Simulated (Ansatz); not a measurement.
# SnO2: compression at zero temperature

A pressure series on SnO2 (-1 to 90 GPa): equation of state, axes and gap.

Method: DFT r2SCAN, scalar-relativistic, plane waves, PAW, in Ansatz 0.2.0.

2 further runs of the same task are left out: 2 set aside as unsound or not needed.

### Step 1. The system as given

Symmetry: P4_2/mnm, No. 136, tetragonal system. Conventional cell: a = 4.759 Å, b = 4.759 Å, c = 3.201 Å, α = 90.00°, β = 90.00°, γ = 90.00°. Sn (site symmetry mmm) is surrounded by 6 O at 2.06 to 2.07 Å. Around O (site symmetry m2m) lie 3 Sn at 2.06 to 2.07 Å.

Coordinates:

```cif
data_structure
_symmetry_space_group_name_H-M 'P4_2/mnm'
_symmetry_Int_Tables_number 136
_cell_length_a 4.7592
_cell_length_b 4.7592
_cell_length_c 3.2013
_cell_angle_alpha 90.000
_cell_angle_beta 90.000
_cell_angle_gamma 90.000
_cell_volume 72.51
loop_
_atom_site_label
_atom_site_type_symbol
_atom_site_symmetry_multiplicity
_atom_site_Wyckoff_symbol
_atom_site_fract_x
_atom_site_fract_y
_atom_site_fract_z
_atom_site_occupancy
Sn1 Sn 2 a 0.50000 0.50000 0.50000 1
O1 O 4 f 0.19406 0.80594 0.50000 1
```

It goes back to an entry of the Materials Project.

This cell was relaxed beforehand with the same method: volume 12.08 Å³/atom, gap on the mesh 1.77 eV.

### Step 2. Relaxing at -1 GPa

Contents of input.yaml:

```yaml
crystal:
  lattice:
    - [4.7751880794, 0.0, 0.0]
    - [0.0, 4.7751880794, 0.0]
    - [0.0, 0.0, 3.2120239449]
  atoms:
    - { symbol: Sn, position: [0.5, 0.5, 0.5] }
    - { symbol: Sn, position: [0.0, 0.0, 0.0] }
    - { symbol: O, position: [0.1940616415, 0.8059383585, 0.5] }
    - { symbol: O, position: [0.8059383585, 0.1940616415, 0.5] }
    - { symbol: O, position: [0.3059383585, 0.3059383585, 0.0] }
    - { symbol: O, position: [0.6940616415, 0.6940616415, 0.0] }
basis:
  ecutwfc: 500
kpoints:
  mp_grid: { grid: [6, 6, 8] }
hamiltonian:
  xc: r2scan
scf:
  occupations: { method: gaussian, width: 0.02 }
output:
  forces: true
  stress: true
  eigenvalues: true
relax:
  adjacent_minimum: "off"
  f_tol: 0.008
  max_steps: 50
  cell: { stress_tol: 0.08, p_target: -1.0 }
```

On the command line:

```console
ansatz run input.yaml --threads 1 --pin off --max-ram 2560MiB --backend cpu --events-out ev --progress --plain --runs-dir out
```

The session goes on with these runs: the gap over the whole zone at -1 GPa; target pressure 1 GPa; the gap over the whole zone at 1 GPa; 4 GPa; the gap over the whole zone at 4 GPa; 12 GPa; the gap over the whole zone at 12 GPa; relaxing at 25 GPa; seeking the band edges at 25 GPa; relaxing at 50 GPa; the gap over the whole zone at 50 GPa; target pressure 90 GPa; the gap over the whole zone at 90 GPa.

Q: Predict the outcome of this session. Wanted: bulk modulus B0; B0'.

As calculated:

```
                                     quantity                       value
                             volume at 90 GPa  9.44 Å³/atom, V/V0 = 0.782
bulk modulus B0 (third-order Birch-Murnaghan)                     208 GPa
                                          B0'                         4.5
                          gap at 0 and 90 GPa            1.77 eV; 4.98 eV
```

**Reading.** At 90 GPa the crystal has lost 21.8 % of its volume. The points follow one equation of state, B0 = 208 GPa. The cell gives way unevenly: a -9.5 %, b -9.5 %, c -4.5 %. The gap goes from 1.77 eV at zero pressure to 4.98 eV at 90 GPa. The symmetry of the start is kept, so a transition to another structure would not show.
